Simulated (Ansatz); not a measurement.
# NaCl: the band gap up the ladder of functionals

One table from this session's results is given with a row withheld; the runs are named, their logs left out.

The runs shown are made with Ansatz 0.2.0. PAW datasets, plane waves. The cell comes from a prototype generator: it can be a known phase or a hypothetical one. Spin polarisation is off.

### The cell

The cell was relaxed beforehand with r2SCAN.

It is cubic, Pm-3m (No. 221); a = 3.460 Å in the conventional setting, 20.70 Å³ an atom. Near Na stand 8 Cl at 3.00 Å; near Cl stand 8 Na at 3.00 Å.

Structure file:

```
CELL_PARAMETERS angstrom
3.45955 0.00000 0.00000
0.00000 3.45955 0.00000
0.00000 0.00000 3.45955
ATOMIC_POSITIONS crystal
Na 0.00000 0.00000 0.00000
Cl 0.50000 0.50000 0.50000
```

Set-up of the first run:

Contents of input.yaml:

```yaml
crystal:
  lattice:
    - [3.4595452951, 0.0, 0.0]
    - [0.0, 3.4595452951, 0.0]
    - [0.0, 0.0, 3.4595452951]
  atoms:
    - { symbol: Na, position: [0.0, 0.0, 0.0] }
    - { symbol: Cl, position: [0.5, 0.5, 0.5] }
kpoints:
  mp_grid: { grid: [8, 8, 8] }
  band_path:
    path:
      - [[0.0, 0.0, 0.0], [-1.45238675284e-51, 0.5, -9.278338529677e-36], [0.5, 0.5, 6.494836970774e-35], [0.0, 0.0, 0.0], [0.5, 0.5, 0.5], [-1.45238675284e-51, 0.5, -9.278338529677e-36]]
      - [[0.5, 0.5, 0.5], [0.5, 0.5, 6.494836970774e-35]]
    npoints: 10
hamiltonian:
  xc: pbe
scf:
  occupations: { method: fermi_dirac, width: 0.02 }
  n_extra_bands: 4
output:
  forces: true
  stress: true
  eigenvalues: true
  write_density: true
  write_potential: true
  elf: true
  volumetric_format: npy
```

Run with:

```
$ ansatz run input.yaml --threads 4 --pin off --max-ram 7372MiB --backend cpu --events-out ev --progress --plain --runs-dir out
```

Steps of the session up to this table: Band structure with PBE; r2SCAN at the same geometry; HSE06 at the same geometry; Single point with PBE0; LDA at the same geometry; G0W0 on PBE; One-shot GW from PBE; DDH-PBE0; r2SCANh at the same geometry; Hartree-Fock at the same geometry.

One of the session's tables, all rows but one given; the rest of the session is left out.

| level | gap (eV) |
| --- | --- |
| PBE | 4.10 |
| r2SCAN | 4.92 |
| HSE06 | 5.43 |
| PBE0 | ? |
| LDA | 3.72 |
| G0W0@PBE (123 empty bands) | 6.54 |
| G0W0@PBE (306 empty bands) | 6.71 |
| DDH-PBE0 | 7.12 |
| r2SCANh | 5.60 |
| Hartree-Fock | 12.65 |

Estimate the missing values for PBE0.

As computed: gap (eV): 6.15. In the column «gap (eV)» it lies between r2SCANh (5.60) and G0W0@PBE (123 empty bands) (6.54).

Meshes: PBE 8×8×8, r2SCAN 8×8×8, HSE06 6×6×6, PBE0 6×6×6, LDA 8×8×8, DDH-PBE0 6×6×6, r2SCANh 6×6×6, Hartree-Fock 6×6×6

The gap runs from 3.72 eV (LDA) to 12.65 eV (Hartree-Fock). PBE reaches 61 % of the G0W0@PBE value, and r2SCAN 73 %. PBE0 lies 0.72 eV above HSE06, which differs from it by screening the long-range exchange. Hartree-Fock lies above G0W0@PBE by 5.9 eV. G0W0 values are finite-basis, finite-mesh values.

Caveats from the session: Warnings in the runs' records: stress exchange threshold loose, stress scf threshold loose.
